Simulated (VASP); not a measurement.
Set up this calculation in VASP 6.6.1, as the native input.

- Task: single point
- Functional: LDA
- Potentials or basis: VASP PAW LDA potentials, release 64 (Na_pv, S)
- Cutoff: 520 eV
- k mesh: 6 × 6 × 6
- Occupations: fermi-dirac, width 0.01 eV
- Spin: no spin polarisation
- Dipole correction: no
- Further INCAR settings: ALGO = Fast; EDIFF = 1e-07; NBANDS = 17

The structure of Na2S lies in POSCAR:

```
Na2S
1.0
    0.0000000000      3.2491544893      3.2491544893
    3.2491544893      0.0000000000      3.2491544893
    3.2491544893      3.2491544893      0.0000000000
Na S
2 1
Direct
    0.2500000000      0.2500000000      0.2500000000
    0.7500000000      0.7500000000      0.7500000000
    0.0000000000      0.0000000000      0.0000000000
```

The cell comes from a database or a generator and needn't be the stable form of this composition.

The input as run:

INCAR

```
PREC = Accurate
ENCUT = 520
EDIFF = 1E-7
ISMEAR = -1
SIGMA = 0.01
LREAL = F
LASPH = T
NELM = 80
ALGO = Fast
ISIF = 2
LWAVE = F
LCHARG = T
GGA = CA
LELF = T
LVHAR = T
NBANDS = 17
```

KPOINTS

```
Automatic mesh
0
Gamma
  6 6 6
```

Potentials or basis: VASP PAW LDA potentials, release 64 (Na_pv, S).

Launch:

```sh
$ cat potpaw_LDA.64/Na_pv/POTCAR potpaw_LDA.64/S/POTCAR > POTCAR
$ mpirun -np 1 vasp_std > vasp.out
```

It gave:

```
Pressure               : -1.6 GPa
Band gap on the k mesh : 2.31 eV, direct
```

It took 28 s on 1 thread of Intel(R) Xeon(R) Platinum 8488C (Sapphire Rapids), with other jobs on the host, peak memory 0.16 GiB.
